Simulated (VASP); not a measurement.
Write the native input for VASP 6.6.1 that does the following.

```yaml
Task: relaxation of cell and atoms
Functional: PBE
Potentials_or_basis: VASP PAW PBE potentials, release 64 (Ga, S)
Cutoff: 300 eV
k_mesh: 5 × 5 × 1
Occupations: gaussian, width 0.03 eV
Spin: no spin polarisation
Further_INCAR_settings: ALGO = Normal; EDIFF = 1e-07; IBRION = 2; EDIFFG = -0.005; NSW = 90; ISIF = 3
```

The structure of GaS lies in POSCAR:

```
GaS                                     
1.0
    3.6413053806      0.0000000000      0.0000000000
   -1.8206526903      3.1534629625     -0.0000000000
   -0.0000000000     -0.0000000000     16.5616062652
  Ga              S             
     4     4
Direct
     0.3333333332999970    0.6666666667000030    0.1754356707040267
     0.6666666667000030    0.3333333332999970    0.6754356707040268
     0.3333333332999970    0.6666666667000030    0.3245643292959732
     0.6666666667000030    0.3333333332999970    0.8245643292959732
     0.3333333332999970    0.6666666667000030    0.6097187958077210
     0.6666666667000030    0.3333333332999970    0.1097187958077209
     0.3333333332999970    0.6666666667000030    0.8902812041922790
     0.6666666667000030    0.3333333332999970    0.3902812041922791
```

The input as run:

INCAR

```
SYSTEM = GaS
PREC = Accurate
ENCUT = 300
EDIFF = 1E-7
ISMEAR = 0
SIGMA = 0.03
LREAL = .False.
LASPH = .True.
NELM = 80
ALGO = Normal
ISIF = 3
LWAVE = .False.
LCHARG = .False.
GGA = PE
IBRION = 2
NSW = 90
EDIFFG = -0.005
KPAR = 2
```

KPOINTS

```
regular mesh
0
Gamma
  5 5 1
  0 0 0
```

Potentials or basis: VASP PAW PBE potentials, release 64 (Ga, S).

Command:

```sh
$ cat potpaw_PBE.64/Ga/POTCAR potpaw_PBE.64/S/POTCAR > POTCAR
$ mpirun -np 2 vasp_std > vasp.out
```

It gave:

| Item | Value |
| --- | --- |
| Relaxed volume | 24.41 Å³/atom |
| Relaxed cell | a = 3.642 Å, b = 3.642 Å, c = 17.003 Å, α = 90.00°, β = 90.00°, γ = 120.00° |
| Space group after relaxing (to 0.05 Å) | P6_3/mmc (No. 194) |
| Energy gained by relaxing | 0.6 meV/atom |
| Ionic steps | 17 |
| Pressure after relaxing | 0.0 GPa |
| Band gap on the k mesh | 1.88 eV, direct |

Caveat: the cutoff is under 1.25 times the usual one of these potentials, so pressure, stress and relaxed cells hold a basis-set (Pulay) error; an odd mesh through Γ misses points on the zone boundary, where band edges often lie; this functional lacks dispersion, which binds the layers, so the pressure and a relaxed spacing across them are unreliable.

It took 2.5 min on 2 MPI ranks on AMD EPYC 7R13 Processor (Zen 3), with other jobs on the host, peak memory 0.19 GiB a rank.
